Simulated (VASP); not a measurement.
Here is a VASP 6.6.1 calculation.

INCAR

```
ALGO = Fast
EDIFF = 1E-6
ENCUT = 520
GGA = PS
ISIF = 2
ISMEAR = 0
LASPH = True
LCHARG = False
LREAL = False
LWAVE = False
NBANDS = 12
NELM = 100
PREC = Accurate
SIGMA = 0.1
```

The input KPOINTS:

```
k-points
0
Gamma
  16 14 14
```

File POSCAR:

```
Ti
1.0
    0.0161588000      1.9848731000      2.0031837000
    2.1870408000     -0.0683095000      2.0876520000
    2.1966630000      2.0789636000     -0.0779317000
Ti
1
Direct
    0.0000000000      0.0000000000      0.0000000000
```

Potentials or basis: VASP PAW PBE potentials, release 64 (Ti_sv).

The run is started by

```sh
$ cat potpaw_PBE.64/Ti_sv/POTCAR > POTCAR
$ mpirun -np 1 vasp_std > vasp.out
```

Question: What does it give for the pressure?

Answer: -11.1 GPa.

Question: Predict the band gap on the k mesh.

Answer: None (metal or under the smearing width).

Stress tensor (GPa, compression positive):
```
-12.04  -0.61  -0.20
 -0.61 -10.53   3.62
 -0.20   3.62 -10.86
```

Caveat: the PAW data sets were made with another functional, which shifts forces and pressure a little.
